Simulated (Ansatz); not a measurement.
Relaxation of a periodic cell of 17 atoms, Si16H (host Si, host structure diamond, interstitial H), cell charge +1, to a largest force component of 0.03 eV/Å in at most 60 steps.

Theory: Ansatz, DFT PBE, scalar-relativistic, plane waves, PAW. Settings: cutoff 420 eV, k mesh 2x2x2, gaussian smearing 0.02 eV, no spin polarisation.

```xyz
17
Lattice="0.0000 5.4300 5.4300 5.4300 0.0000 5.4300 5.4300 5.4300 0.0000" Properties=species:S:1:pos:R:3:forces:R:3
Si 0.000 0.000 0.000 0.04 0.05 -0.02
Si 1.357 1.357 1.357 -0.06 0.06 -0.05
Si 2.715 2.715 0.000 -0.05 -0.04 -0.02
Si 4.072 4.072 1.357 -0.09 0.09 0.08
Si 2.715 0.000 2.715 0.09 -0.09 -0.11
Si 4.072 1.357 4.072 0.05 0.05 0.08
Si 5.430 2.715 2.715 0.03 -0.04 0.05
Si 6.787 4.072 4.072 -0.06 -0.05 0.08
Si 0.000 2.715 2.715 -0.13 0.14 0.07
Si 1.357 4.072 4.072 0.14 -0.06 -0.14
Si 2.715 5.430 2.715 -0.09 0.09 0.09
Si 4.072 6.787 4.072 0.06 -0.14 -0.15
Si 2.715 2.715 5.430 -0.07 0.14 0.14
Si 4.072 4.072 6.787 0.09 -0.09 -0.09
Si 5.430 5.430 5.430 -0.14 0.07 0.14
Si 6.787 6.787 6.787 0.15 -0.15 -0.06
H 6.074 2.075 4.766 0.04 -0.03 -0.08
```

Question: Where does it end, and by what steps?

Answer: It converged. The force dipped under the threshold on the way, but the program's further checks kept it going. Limits of this set-up: coarse k mesh, charged cell in a uniform background, uncorrected. After 13 steps the energy has fallen by 0.674 eV; H17 moved furthest, 1.16 Å. Joined: Si7–H17, Si8–H17.

| step | energy less start (eV) | largest force component (eV/Å) | accepted |
| --- | --- | --- | --- |
| 0 | 0.0000 | 0.148 | yes |
| 1 | -0.0006 | 0.182 | yes |
| 2 | -0.0292 | 0.198 | yes |
| 3 | -0.0696 | 0.317 | yes |
| 4 | -0.1830 | 0.369 | yes |
| 5 | -0.2232 | 0.273 | yes |
| 6 | -0.2699 | 0.411 | yes |
| 7 | -0.3718 | 0.648 | yes |
| 8 | -0.5591 | 0.528 | yes |
| 9 | -0.6509 | 0.244 | yes |
| 10 | -0.6646 | 0.163 | yes |
| 11 | -0.6730 | 0.071 | yes |
| 12 | -0.6744 | 0.018 | yes |
| 13 | -0.6744 | 0.018 | yes |

```xyz
17
Lattice="0.0000 5.4300 5.4300 5.4300 0.0000 5.4300 5.4300 5.4300 0.0000" Properties=species:S:1:pos:R:3
Si 0.011 -0.031 0.006
Si 1.337 1.337 1.370
Si 2.823 2.684 0.146
Si 4.126 4.126 1.467
Si 2.645 -0.138 2.634
Si 3.952 1.179 4.080
Si 5.260 2.470 2.629
Si 6.954 4.164 4.321
Si 0.014 2.670 2.759
Si 1.356 4.019 4.115
Si 2.725 5.409 2.831
Si 4.099 6.778 4.137
Si 2.721 2.651 5.429
Si 4.094 3.967 6.793
Si 5.416 5.427 5.522
Si 6.853 6.736 6.839
H 5.985 2.927 3.986
```

Time of the run: 68 s on 1 thread of Arm Neoverse V1 (shared host), peak memory 0.53 GiB.
